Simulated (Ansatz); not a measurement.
Crystal: Au.

```
Au
1.0
     2.81549    0.00000    0.00000
    -0.01296    2.82018    0.00000
    -1.13789   -1.18541    4.92401
Au
2
Direct
  0.67286 0.66596 0.27405
  0.32714 0.33404 0.72594
```

This isn't the form of Au at room conditions, which is fcc.

Base run:

| Quantity | Value |
| --- | --- |
| Program | Ansatz 0.2.0 |
| Functional | PBEsol |
| Potentials or basis | Ansatz PAW |
| Cutoff | 420 eV |
| Density cutoff | 1680 eV |
| k mesh | 10 × 10 × 6 |
| Occupations | fermi-dirac, width 0.05 eV |
| Spin | no spin polarisation |

Its results: band gap on the k mesh none (metal or under the smearing width); pressure -8.0 GPa; largest force 0.127 eV/Å.

Problem. After a change of settings the same cell gave: band gap on the k mesh none (metal or under the smearing width); pressure -9.3 GPa; largest force 0.149 eV/Å. Which change was it?
A. spin from no spin polarisation to spin-orbit coupling, no magnetisation; potential files from those of the base run to others of the same set
B. functional from PBEsol to r2SCAN; cutoff from 420 eV to 500 eV; density cutoff from 1680 eV to 2000 eV; k mesh from 10 × 10 × 6 to 6 × 6 × 3
C. functional from PBEsol to LDA; k mesh from 10 × 10 × 6 to 6 × 6 × 3

Solution. A.

Caveats: the PAW data sets come from PBE, with cores solved anew for the run's functional, which leaves a small shift of forces and pressure.

Not every run made on this cell is shown here.
